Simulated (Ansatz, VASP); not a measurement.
# La2O3: VASP beside Ansatz

Contents of INCAR:

```
SYSTEM = La2O3
ALGO = Normal
EDIFF = 1E-7
ENCUT = 520
GGA = CA
ISIF = 2
ISMEAR = 0
LASPH = .TRUE.
LCHARG = .FALSE.
LREAL = .FALSE.
LWAVE = .FALSE.
NBANDS = 28
NELM = 80
PREC = Accurate
SIGMA = 0.1
```

The input KPOINTS:

```
k-points
0
G
  6 6 4
  0 0 0
```

POSCAR

```
La2O3
1.0
    3.9307778800      0.0000000000      0.0000000000
   -1.9653889400      3.4041535000      0.0000000000
    0.0000000000      0.0000000000      6.1119535200
La O
2 3
Direct
    0.6666666700      0.3333333300      0.7537643200
    0.3333333300      0.6666666700      0.2462356800
    0.6666666700      0.3333333300      0.3541093500
    0.3333333300      0.6666666700      0.6458906500
    0.0000000000      0.0000000000      0.0000000000
```

Input for Ansatz:

```yaml
crystal:
  lattice:
    - [3.93077788, 0.0, 0.0]
    - [-1.96538894, 3.4041535, 0.0]
    - [0.0, 0.0, 6.11195352]
  atoms:
    - { symbol: La, position: [0.66666667, 0.33333333, 0.75376432] }
    - { symbol: La, position: [0.33333333, 0.66666667, 0.24623568] }
    - { symbol: O, position: [0.66666667, 0.33333333, 0.35410935] }
    - { symbol: O, position: [0.33333333, 0.66666667, 0.64589065] }
    - { symbol: O, position: [0.0, 0.0, 0.0] }
basis:
  ecutwfc: 420
kpoints:
  mp_grid: { grid: [6, 6, 4] }
hamiltonian:
  xc: lda
  pseudopotentials: { kind: paw, azcp: { folder: soft_1 } }
scf:
  occupations: { method: gaussian, width: 0.1 }
output:
  forces: true
  stress: true
  eigenvalues: true
```

The cell is a database's computed one.

Alike in both runs: task single point; functional LDA; k mesh 6 × 6 × 4; occupations gaussian, width 0.1 eV; no spin polarisation.

|  | VASP | Ansatz |
| --- | --- | --- |
| version | VASP 6.6.1 | Ansatz 0.2.0 |
| potentials or method | VASP PAW LDA potentials, release 64 (La, O) | scalar-relativistic, plane waves, PAW |
| plane-wave cutoff (eV) | 520 | 420 |
| valence electrons in the cell | 40 | 40 |

```csv
,VASP,Ansatz,Ansatz less VASP
gap on the k mesh at the Fermi level (eV),3.72,3.73,+0.011
least direct gap on the mesh (eV),3.82,3.83,+0.010
pressure (GPa),-6.3,-6.3,+0.04
largest component of the traceless stress (GPa),0.38,0.39,+0.013
rms of the force components (eV/Å),0.058,0.062,+0.0033
```

Atom by atom the forces differ by 0.003 eV/Å (rms over components). Ansatz warned: «pseudo_functional_mismatch».

Caveats: spin-orbit coupling is left out, which moves the levels of the heavy elements. A k mesh can miss the band edges. Expect the measured gap to be larger: semilocal functionals such as LDA lack the derivative discontinuity.
